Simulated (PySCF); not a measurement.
Molecule: ethylene glycol (SMILES C(CO)O).

Cartesian coordinates in Å; atom numbers follow the order of the lines, from 1:
```xyz
10

O     0.257   -1.393    0.338
C     0.678   -0.050    0.265
C    -0.340    0.667   -0.592
O    -1.621    0.546   -0.047
H     0.732   -1.835    1.047
H     0.696    0.418    1.268
H     1.689    0.046   -0.178
H    -0.090    1.738   -0.654
H    -0.289    0.255   -1.621
H    -1.712   -0.391    0.174
```

Geometry PBE0-D3(BJ)/def2-SVP throughout; GIAO in PySCF 2.14.0 with density-fitted response routines, gas phase, one conformer, non-relativistic; equivalent atoms averaged; functional PBE0.

For orientation, 6-31G* gives these absolute shieldings σ: O1/O4 317.4, C2/C3 133.2, H6/H7/H8/H9 28.37, H5/H10 31.36 ppm.

A run gave: O1/O4 311.0, C2/C3 116.7, H6/H7/H8/H9 27.61, H5/H10 29.96 ppm (absolute shieldings σ).

Q: Which basis set was used in that run?
A. def2-SVP
B. pcSseg-2
C. aug-cc-pVDZ
D. 6-311+G(2d,p)
E. pcSseg-1

A: B. C2/C3 tells them apart best: pcSseg-2 gives 116.7, 6-311+G(2d,p) gives 122.6, def2-SVP gives 132.7, aug-cc-pVDZ gives 132.8, pcSseg-1 gives 119.4 ppm.
